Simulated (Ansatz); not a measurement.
Li3N (Li3N type, space group P6/mmm)

```
CELL_PARAMETERS angstrom
      3.63435     0.00000     0.00000
     -1.81718     3.14744     0.00000
      0.00000     0.00000     3.86452
ATOMIC_POSITIONS crystal
  Li 0.00000 0.00000 0.50000
  Li 0.33333 0.66667 0.00000
  Li 0.66667 0.33333 0.00000
  N  0.00000 0.00000 0.00000
```

This relaxed cell (volume V₀) is scaled evenly in all directions, its shape held. Symmetry pins the atoms to their sites.

These are PBE (plane waves to 420 eV, PAW, scalar-relativistic; Ansatz, a first-principles code) values and carry that method's errors. k mesh 10×10×9 (Γ-centred), Fermi-Dirac smearing 0.05 eV. Compression counts positive. Li3N was relaxed with its symmetry unable to fall.

At one point of the scan the stress tensor (GPa) is:

```
   -6.0      0.0      0.0
    0.0     -6.0      0.0
    0.0      0.0     -5.9
```

Task: Which point is it?
(A) V/V₀ = 1.080
(B) V/V₀ = 1.053
(C) V/V₀ = 1.160
(D) V/V₀ = 1.133

Result: C, V/V₀ = 1.160

(Under strain, the slope of the energy per volume gives the stress and its curvature an elastic modulus.)
